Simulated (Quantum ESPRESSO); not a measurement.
# Fe (Fmmm) in Quantum ESPRESSO: single point with PBEsol

Aim: the single point of Fe with PBEsol.

Program: Quantum ESPRESSO 7.5. These are calculated values, not measurements. Logs are shortened: lines on timing, memory, paths and dates and some standing lists are left out, and cuts for length are marked.

## (1) Starting point

The structure is orthorhombic, space group Fmmm (No. 69). Conventional cell: a = 2.997 Å, b = 3.883 Å, c = 3.930 Å, α = 90.00°, β = 90.00°, γ = 90.00°. Fe (site symmetry mmm) is surrounded by 12 Fe at 2.45 to 2.76 Å.

## (2) Single point, PBEsol, non-collinear spin, random start

File pw.in:

```
&CONTROL
  calculation = 'scf'
  prefix = 'pwscf'
  outdir = './tmp'
  pseudo_dir = './pseudo'
  tprnfor = .true.
  tstress = .true.
  disk_io = 'nowf'
/
&SYSTEM
  ibrav = 0
  nat = 1
  ntyp = 1
  ecutwfc = 56
  ecutrho = 448
  nbnd = 34
  occupations = 'smearing'
  smearing = 'fd'
  degauss = 0.00367493
  noncolin = .true.
  starting_magnetization(1) = 0.1713
  angle1(1) = 101.02
  angle2(1) = 154.31
/
&ELECTRONS
  conv_thr = 2d-10
  electron_maxstep = 120
  mixing_beta = 0.3
/
ATOMIC_SPECIES
Fe    55.8450 fe_pbesol_v1.5.uspp.F.UPF
CELL_PARAMETERS angstrom
   0.0000000000    1.9417396906    1.9651051623
   1.4984397099    0.0000000000    1.9651051623
   1.4984397099    1.9417396906    0.0000000000
ATOMIC_POSITIONS crystal
Fe     0.0000000000    0.0000000000    0.0000000000
K_POINTS automatic
13 13 13 0 0 0
```

Potentials or basis: GBRV 1.5 PBEsol.

The run is started by

```bash
OMP_NUM_THREADS=1 mpirun -n 2 pw.x -nk 2 -in pw.in > pw.out
```

pw.out:

```text
This program is part of the open-source Quantum ESPRESSO suite
     for quantum simulation of materials; please cite
         "P. Giannozzi et al., J. Phys.:Condens. Matter 21 395502 (2009);
         "P. Giannozzi et al., J. Phys.:Condens. Matter 29 465901 (2017);
         "P. Giannozzi et al., J. Chem. Phys. 152 154105 (2020);
     in publications or presentations arising from this work. More details at

     Fixed quantization axis for GGA:    -0.884536    0.425508   -0.191152
     Message from routine setup:
     using ibrav=0 with symmetry is DISCOURAGED, use correct ibrav instead

     K-points division:     npool     =       2
     Subspace diagonalization in iterative solution of the eigenvalue problem:
     a serial algorithm will be used

     G-vector sticks info
     --------------------
     sticks:   dense  smooth     PW     G-vecs:    dense   smooth      PW
     Sum         713     359    125                12347     4361     875

     Using Slab Decomposition

     bravais-lattice index     =            0
     lattice parameter (alat)  =       5.2206  a.u.
     unit-cell volume          =      77.1690 (a.u.)^3
     number of atoms/cell      =            1
     number of atomic types    =            1
     number of electrons       =        16.00
     number of Kohn-Sham states=           34
     kinetic-energy cutoff     =      56.0000  Ry
     charge density cutoff     =     448.0000  Ry
     scf convergence threshold =      2.0E-10
     mixing beta               =       0.3000
     number of iterations used =            8  plain     mixing
     Exchange-correlation= SLA  PW   PSX  PSC
                           (   1   4  10   8   0   0   0)
     Noncollinear calculation without spin-orbit

     celldm(1)=   5.220569  celldm(2)=   0.000000  celldm(3)=   0.000000
     celldm(4)=   0.000000  celldm(5)=   0.000000  celldm(6)=   0.000000

     crystal axes: (cart. coord. in units of alat)
               a(1) = (   0.000000   0.702865   0.711323 )
               a(2) = (   0.542401   0.000000   0.711323 )
               a(3) = (   0.542401   0.702865   0.000000 )

     reciprocal axes: (cart. coord. in units 2 pi/alat)
               b(1) = ( -0.921828  0.711374  0.702916 )
               b(2) = (  0.921828 -0.711374  0.702916 )
               b(3) = (  0.921828  0.711374 -0.702916 )

     PseudoPot. # 1 for Fe read from file:
     fe_pbesol_v1.5.uspp.F.UPF
     Pseudo is Ultrasoft + core correction, Zval = 16.0
     Generated by new atomic code, or converted to UPF format
     Using radial grid of  861 points,  6 beta functions with:
                l(1) =   0
                l(2) =   0
                l(3) =   1
                l(4) =   1
                l(5) =   2
                l(6) =   2
     Q(r) pseudized with  8 coefficients,  rinner =    1.000   1.000   1.000
                                                       1.000   1.000

     atomic species   valence    mass     pseudopotential
     Fe               16.00    55.84500     Fe( 1.00)

      2 Sym. Ops., with inversion, found

   Cartesian axes

     site n.     atom                  positions (alat units)
         1        Fe     tau(   1) = (   0.0000000   0.0000000   0.0000000  )

     number of k points=  1099  Fermi-Dirac smearing, width (Ry)=  0.0037

     Number of k-points >= 100: set verbosity='high' to print them.

     Dense  grid:    12347 G-vectors     FFT dimensions: (  36,  32,  32)

     Smooth grid:     4361 G-vectors     FFT dimensions: (  25,  24,  24)

     Check: negative core charge=   -0.000043
     Generating pointlists ...
     new r_m :   0.3662 (alat units)  1.9119 (a.u.) for type    1

     Initial potential from superposition of free atoms

     starting charge      15.0000, renormalised to      16.0000

 ==============================================================================
     atom number    1 relative position :    0.0000   0.0000   0.0000
     charge :    14.628902  (integrated on a sphere of radius 0.366)
     magnetization :         -2.216586    1.066294   -0.479013
     magnetization/charge:   -0.151521    0.072890   -0.032744
     polar coord.: r, theta, phi [deg] :     2.505931  101.020000  154.310000

 ==============================================================================
     Starting wfcs are   26 randomized atomic wfcs +    8 random wfcs

     Self-consistent Calculation

     iteration #  1     ecut=    56.00 Ry     beta= 0.30
     Davidson diagonalization with overlap
     ethr =  1.00E-02,  avg # of iterations =  5.3

     total energy              =    -249.70142428 Ry
     estimated scf accuracy    <       2.41821472 Ry

     total magnetization       =    -1.66     0.80    -0.36 Bohr mag/cell
     absolute magnetization    =     1.88 Bohr mag/cell

     iteration #  2     ecut=    56.00 Ry     beta= 0.30
     Davidson diagonalization with overlap
     ethr =  1.00E-02,  avg # of iterations =  2.0

     total energy              =    -250.18360038 Ry
     estimated scf accuracy    <       0.04603755 Ry

     total magnetization       =    -2.13     1.02    -0.46 Bohr mag/cell
     absolute magnetization    =     2.43 Bohr mag/cell

     iteration #  3     ecut=    56.00 Ry     beta= 0.30
     Davidson diagonalization with overlap
     ethr =  2.88E-04,  avg # of iterations =  1.5

     total energy              =    -250.19410387 Ry
     estimated scf accuracy    <       0.00344455 Ry

     total magnetization       =    -2.04     0.98    -0.44 Bohr mag/cell
     absolute magnetization    =     2.35 Bohr mag/cell

     iteration #  4     ecut=    56.00 Ry     beta= 0.30
     Davidson diagonalization with overlap
     ethr =  2.15E-05,  avg # of iterations =  3.1

     total energy              =    -250.19414770 Ry
     estimated scf accuracy    <       0.00393836 Ry

     total magnetization       =    -2.03     0.98    -0.44 Bohr mag/cell
     absolute magnetization    =     2.38 Bohr mag/cell

     iteration #  5     ecut=    56.00 Ry     beta= 0.30
     Davidson diagonalization with overlap
     ethr =  2.15E-05,  avg # of iterations =  1.9

     total energy              =    -250.19508866 Ry
     estimated scf accuracy    <       0.00036436 Ry

     total magnetization       =    -2.00     0.96    -0.43 Bohr mag/cell
     absolute magnetization    =     2.36 Bohr mag/cell

     iteration #  6     ecut=    56.00 Ry     beta= 0.30
     Davidson diagonalization with overlap
     ethr =  2.28E-06,  avg # of iterations =  1.6

     total energy              =    -250.19516942 Ry
     estimated scf accuracy    <       0.00000590 Ry

     total magnetization       =    -2.01     0.97    -0.43 Bohr mag/cell
     absolute magnetization    =     2.37 Bohr mag/cell

     iteration #  7     ecut=    56.00 Ry     beta= 0.30
     Davidson diagonalization with overlap
     ethr =  3.69E-08,  avg # of iterations =  2.0

     total energy              =    -250.19517138 Ry
     estimated scf accuracy    <       0.00000056 Ry

     total magnetization       =    -2.01     0.97    -0.43 Bohr mag/cell
     absolute magnetization    =     2.37 Bohr mag/cell

     iteration #  8     ecut=    56.00 Ry     beta= 0.30
     Davidson diagonalization with overlap
     ethr =  3.53E-09,  avg # of iterations =  2.0

     total energy              =    -250.19517191 Ry
     estimated scf accuracy    <       0.00000068 Ry

     total magnetization       =    -2.01     0.97    -0.43 Bohr mag/cell
     absolute magnetization    =     2.37 Bohr mag/cell

     iteration #  9     ecut=    56.00 Ry     beta= 0.30
     Davidson diagonalization with overlap
     ethr =  3.53E-09,  avg # of iterations =  1.0

     total energy              =    -250.19517176 Ry
     estimated scf accuracy    <       0.00000060 Ry

     total magnetization       =    -2.01     0.97    -0.43 Bohr mag/cell
     absolute magnetization    =     2.37 Bohr mag/cell

     iteration # 10     ecut=    56.00 Ry     beta= 0.30
     Davidson diagonalization with overlap
     ethr =  3.53E-09,  avg # of iterations =  1.1

     total energy              =    -250.19517190 Ry
     estimated scf accuracy    <       0.00000002 Ry

     total magnetization       =    -2.01     0.97    -0.43 Bohr mag/cell
     absolute magnetization    =     2.37 Bohr mag/cell

     iteration # 11     ecut=    56.00 Ry     beta= 0.30
     Davidson diagonalization with overlap
     ethr =  1.53E-10,  avg # of iterations =  1.0

     total energy              =    -250.19517192 Ry
     estimated scf accuracy    <          1.6E-09 Ry

     total magnetization       =    -2.01     0.97    -0.43 Bohr mag/cell
     absolute magnetization    =     2.37 Bohr mag/cell

     iteration # 12     ecut=    56.00 Ry     beta= 0.30
     Davidson diagonalization with overlap
     ethr =  9.87E-12,  avg # of iterations =  2.0

     total energy              =    -250.19517193 Ry
     estimated scf accuracy    <          3.1E-10 Ry

     total magnetization       =    -2.01     0.97    -0.43 Bohr mag/cell
     absolute magnetization    =     2.37 Bohr mag/cell

     iteration # 13     ecut=    56.00 Ry     beta= 0.30
     Davidson diagonalization with overlap
     ethr =  1.95E-12,  avg # of iterations =  1.9

 ==============================================================================
     atom number    1 relative position :    0.0000   0.0000   0.0000
     charge :    14.378665  (integrated on a sphere of radius 0.366)
     magnetization :         -2.041522    0.982078   -0.441181
     magnetization/charge:   -0.141983    0.068301   -0.030683
     polar coord.: r, theta, phi [deg] :     2.308014  101.020013  154.310031

 ==============================================================================

     End of self-consistent calculation

     Number of k-points >= 100: set verbosity='high' to print the bands.

     the Fermi energy is    17.9151 ev

!    total energy              =    -250.19517193 Ry
     estimated scf accuracy    <          2.6E-12 Ry
     smearing contrib. (-TS)   =      -0.00068178 Ry
     internal energy E=F+TS    =    -250.19449015 Ry

     The total energy is F=E-TS. E is the sum of the following terms:
     one-electron contribution =    -114.01298247 Ry
     hartree contribution      =      66.41013392 Ry
     xc contribution           =     -28.92279889 Ry
     ewald contribution        =    -173.66884271 Ry

     total magnetization       =    -2.01     0.97    -0.43 Bohr mag/cell
     absolute magnetization    =     2.37 Bohr mag/cell

     convergence has been achieved in  13 iterations

     Forces acting on atoms (cartesian axes, Ry/au):

     atom    1 type  1   force =     0.00000000    0.00000000    0.00000000

     Total force =     0.000000     Total SCF correction =     0.000000

     Computing stress (Cartesian axis) and pressure

          total   stress  (Ry/bohr**3)                   (kbar)     P=      -86.48
  -0.00089965  -0.00000000  -0.00000000         -132.34       -0.00       -0.00
  -0.00000000  -0.00037468  -0.00000000           -0.00      -55.12       -0.00
  -0.00000000  -0.00000000  -0.00048932           -0.00       -0.00      -71.98

=------------------------------------------------------------------------------=
   JOB DONE.
=------------------------------------------------------------------------------=
```

Wall time 7.5 min (2 MPI ranks of Intel Xeon at 2.70GHz, shared host); peak memory 0.8 GiB.

What came out:

```yaml
Free_energy: -3404.0787 eV
Pressure: -8.6 GPa
Band_gap_on_the_k_mesh: none (metal or under the smearing width)
Net_moment: 2.27 μB per cell
Absolute_moment: 2.37 μB per cell
```

Stress tensor (GPa, compression positive):
```
-13.23   0.00   0.00
  0.00  -5.51   0.00
  0.00   0.00  -7.20
```

Moments on the atoms (μB; x, y, z):
```
Fe  -2.04  0.98 -0.44
```

Caveat: non-collinear GGA energies in this program can be off by tens of meV an atom and hang on the start.
